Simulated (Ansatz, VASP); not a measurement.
## One calculation of Lu, two programs

```
Lu
1.0
    -1.94179    1.94179    1.94179
     1.94179   -1.94179    1.94179
     1.94179    1.94179   -1.94179
Lu
1
Direct
  0.98272 0.99995 0.02632
```

This isn't the form of Lu at room conditions, which is hcp.

Alike in both runs: task single point; functional r2SCAN; k mesh 7 × 7 × 7; occupations fermi-dirac, width 0.1 eV; no spin polarisation.

|  | VASP | Ansatz |
| --- | --- | --- |
| version | VASP 6.6.1 | Ansatz 0.2.0 |
| potentials or method | VASP PAW PBE potentials, release 64 (Lu) | plane waves, PAW |
| plane-wave cutoff (eV) | 520 | 550 |
| valence electrons in the cell | 25 | 25 |

Ansatz gave:

```
pressure (GPa) : 0.5
```

Q: Which values does VASP return?

A: Pressure (GPa): 0.7.

Caveats: the PAW data sets were made with another functional, which shifts forces and pressure a little (VASP). The runs have no spin-orbit coupling, so splittings on Lu are missing.
